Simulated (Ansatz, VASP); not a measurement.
Two plane-wave programs on Mo

```
Mo
1.0
     0.00000    1.93795    1.93795
     1.93795    0.00000    1.93795
     1.93795    1.93795    0.00000
Mo
1
Direct
  0.00000 0.00000 0.00000
```

Alike in both runs: task single point; functional PBEsol; k mesh 18 × 18 × 18; occupations gaussian, width 0.1 eV; no spin polarisation.

|  | VASP | Ansatz |
| --- | --- | --- |
| version | VASP 6.6.1 | Ansatz 0.2.0 |
| potentials or method | VASP PAW PBE potentials, release 64 (Mo_sv) | scalar-relativistic, plane waves, PAW |
| plane-wave cutoff (eV) | 520 | 420 |
| valence electrons in the cell | 14 | 14 |

```tsv
	VASP	Ansatz	Ansatz less VASP
gap on the k mesh at the Fermi level (eV)	none	none	-
pressure (GPa)	19.7	19.0	-0.69
```

A gap of «none» marks a metal or a gap that the smearing closes.

Caveats: so large a pressure means that the cell lies far from this level's equilibrium, or that cutoff or potentials fall short (VASP); the potentials were made for another functional, which shifts forces and pressure (VASP).
